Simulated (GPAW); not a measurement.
Runs of GPAW 26.7.0 on Zn. The structure is hexagonal, space group P6_3/mmc (No. 194). Conventional cell: a = 2.670 Å, b = 2.670 Å, c = 4.966 Å, α = 90.00°, β = 90.00°, γ = 120.00°. Zn (site symmetry -6m2) has 12 Zn at 2.67 to 2.92 Å as nearest neighbours. 

```csv
task,level,potentials or basis,cell,k mesh,smearing,band path,band points,optimizer,fmax,max steps,gap on the mesh (eV),pressure (GPa),V0 of scaled cells (Å³/atom),relaxed volume (Å³/atom),B0 (GPa)
equation of state,PBE,"GPAW PAW data sets (gpaw-data 1.2.1), pw",as given,11 × 11 × 6,fermi-dirac 0.05 eV,-,-,-,-,-,-,-,(a),-,75
band structure,PBEint,"PAW data sets generated in the run's folder for this functional, pw",as given,8 × 8 × 4,fermi-dirac 0.05 eV,"GMKGALHA,LM,KH",60,-,-,-,-,(b),-,-,-
relaxation of cell and atoms,PBEsol+D3(BJ)+ATM,"PAW data sets generated in the run's folder for this functional, pw",relaxed,10 × 10 × 5,fermi-dirac 0.05 eV,-,-,BFGS,0.02 eV/Å,60,none,0.1,-,13.64,-
phonons,RPBE+D3,"the program's PAW data sets (release 1.2.1) made for this functional, pw",relaxed,11 × 11 × 6,fermi-dirac 0.05 eV,"GMKGALHA,LM,KH",-,-,-,-,none,0.0,-,-,-
single point,RPBE,"the program's PAW data sets (release 1.2.1) made for this functional, pw",as given,11 × 11 × 6,gaussian 0.05 eV,-,-,-,-,-,none,2.4,-,-,-
relaxation of cell and atoms,revPBE,"the program's PAW data sets (release 1.2.1) made for this functional, pw",relaxed,8 × 8 × 4,fermi-dirac 0.05 eV,-,-,FIRE,0.02 eV/Å,60,none,-0.2,-,15.31,-
equation of state,PBE,"PAW data sets generated in the run's folder for this functional, pw",as given,8 × 8 × 4,fermi-dirac 0.05 eV,-,-,-,-,-,-,-,15.16,-,75
relaxation of cell and atoms,revPBE+D3(BJ),"the program's PAW data sets (release 1.2.1) made for this functional, pw",relaxed,8 × 8 × 4,fermi-dirac 0.05 eV,-,-,BFGS,0.02 eV/Å,100,none,-0.2,-,13.71,-
```

Alike in all rows: no spin polarisation; cutoff (eV) 600.

Task: Estimate the missing entries.

Result: (a) 15.14; (b) -4.2.

Caveats: later steps reuse the first step's grids (some runs); pairwise dispersion overbinds metals, which lowers pressure and volume (some runs); the cell was scaled at fixed shape and fractional positions, which overstates the stiffness of a crystal with free parameters, most of all of layers and chains (some runs); phonon bands are interpolated from a small supercell (some runs); the volume moved by -11 % from the deposited cell, more than functionals usually miss (some runs).

A k mesh can miss the band edges.

A gap of «none» marks a metal or a gap under the smearing width.

Not every run made on this cell is shown here.
